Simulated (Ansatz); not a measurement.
# Li in Ansatz: the effect of functional

Crystal: Li.

```
CELL_PARAMETERS angstrom
-1.75465 1.75465 1.75465
1.75465 -1.75465 1.75465
1.75465 1.75465 -1.75465
ATOMIC_POSITIONS crystal
Li 0.00000 0.00000 0.00000
```

Alike in all runs:

- Program: Ansatz 0.2.0
- Task: projected density of states
- Potentials or basis: Ansatz PAW
- k mesh: 6 × 6 × 6
- Occupations: fermi-dirac, width 0.05 eV
- Spin: no spin polarisation

```csv
functional,cutoff,pressure (GPa)
LDA,420 eV (not typed: the program's choice for these potentials),?
PBE,420 eV (not typed: the program's choice for these potentials),-0.7
PBEsol,420 eV (not typed: the program's choice for these potentials),-0.7
RPBE,420 eV (not typed: the program's choice for these potentials),-0.2
revPBE,420 eV (not typed: the program's choice for these potentials),-0.1
BLYP,420 eV (not typed: the program's choice for these potentials),-0.8
r2SCAN,500 eV (not typed: the program's choice for these potentials),-0.2
HSE06,420 eV (not typed: the program's choice for these potentials),-0.4
PBE0,420 eV (not typed: the program's choice for these potentials),-0.3
r2SCAN0,500 eV (not typed: the program's choice for these potentials),0.0
```

Task: What does the run with functional LDA give?

Result: Pressure -1.4 GPa.

Caveats: all runs use coarse meshes; the density of states is complete only up to the lowest level of the last band computed; the PAW data sets were made with another functional, which shifts forces and pressure a little (some runs); the potentials were made for another functional, which shifts forces and pressure (some runs); the thresholds are loose for stress (some runs).
